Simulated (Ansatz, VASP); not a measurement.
# Mg in VASP and in Ansatz

```
CELL_PARAMETERS angstrom
3.05185 0.00000 0.00000
-1.52593 2.64298 0.00000
0.00000 0.00000 5.27859
ATOMIC_POSITIONS crystal
Mg 0.33333 0.66667 0.25000
Mg 0.66667 0.33333 0.75000
```

Alike in both runs: functional PBEsol; k mesh 12 × 12 × 7; occupations gaussian, width 0.1 eV; no spin polarisation.

Ansatz relaxed the structure, and its values are those at the end. VASP's run is a single point on that final structure, the one shown.

```csv
,VASP,Ansatz
version,VASP 6.6.1,Ansatz 0.2.0
potentials or method,"VASP PAW PBE potentials, release 64 (Mg)","scalar-relativistic, plane waves, PAW"
plane-wave cutoff (eV),520,420
valence electrons in the cell,4,20
```

|  | VASP | Ansatz | Ansatz less VASP |
| --- | --- | --- | --- |
| gap on the k mesh at the Fermi level (eV) | none | none | - |
| pressure (GPa) | 2.6 | 2.6 | +0.02 |

A gap of «none» marks a metal or a gap that the smearing closes. The functional is the same, so the differences come from potentials, cutoffs and numerics. The two sets of potentials don't hold the same shells in valence.

Caveats: the PAW data sets were made with another functional, which shifts forces and pressure a little (VASP).
